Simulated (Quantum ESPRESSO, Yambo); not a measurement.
An input for Yambo 5.3.0 (AlN (P6_3mc)):

```
HF_and_locXC
gw0
dyson
ppa
em1d
rim_cut
RandQpts= 1000000
RandGvec= 1 RL
EXXRLvcs= 72 Ry
VXCRLvcs= 288 Ry
Chimod= "HARTREE"
% BndsRnXp
 1 | 102 |
%
NGsBlkXp= 9.5 Ry
% LongDrXp
 1 | 1 | 1 |
%
% GbndRnge
 1 | 102 |
%
DysSolver= "n"
ExtendOut
PPAPntXp= 27.21138 eV
% QPkrange
 1 | 10 | 3 | 14 |
%
```

The database entry behind the starting cell differs from later determinations by our own check (inner coordinate u about 0.002 short), so it need not match the best structure at ambient conditions.

```sh
OMP_NUM_THREADS=1 mpirun -n 4 yambo -F gw1.in -J gw1 -C gw1 > gw1.log
```

The stored states that it reads are on a 3×3×4 mesh. The structure is hexagonal, space group P6_3mc (No. 186). Conventional cell: a = 3.113 Å, b = 3.113 Å, c = 4.981 Å, α = 90.00°, β = 90.00°, γ = 120.00°. Al has 4 N at 1.89 Å nearest. N has 4 Al at 1.89 Å nearest. Farther neighbours and most contacts between anions are not listed.

Question: How long will it take on 4 MPI ranks of Arm Neoverse V1, shared host, and how much memory?

It took 2.2 min; on shared hardware allow 67 s to 4.4 min. Peak host memory was 1.4 GiB.

The screening grows as filled bands × empty bands × pairs of k points, times the square of the screening basis for the matrix.

[Paths, hosts, dates, memory and timing lines, banners, echoed tables and standing remarks are left out of the program output.]

[Logs are printed without paths, hosts, clocks, repeated set-up lines and the standing remarks that a program may print on its own settings, such as how far it seeks lower states.]

[Runs of the session that timed out or met a known fault of the program may be left out.]

[Hosts, paths, dates, database ids (printed as entryN), source tags and the programs' standing remarks are cut or masked in the printed files.]
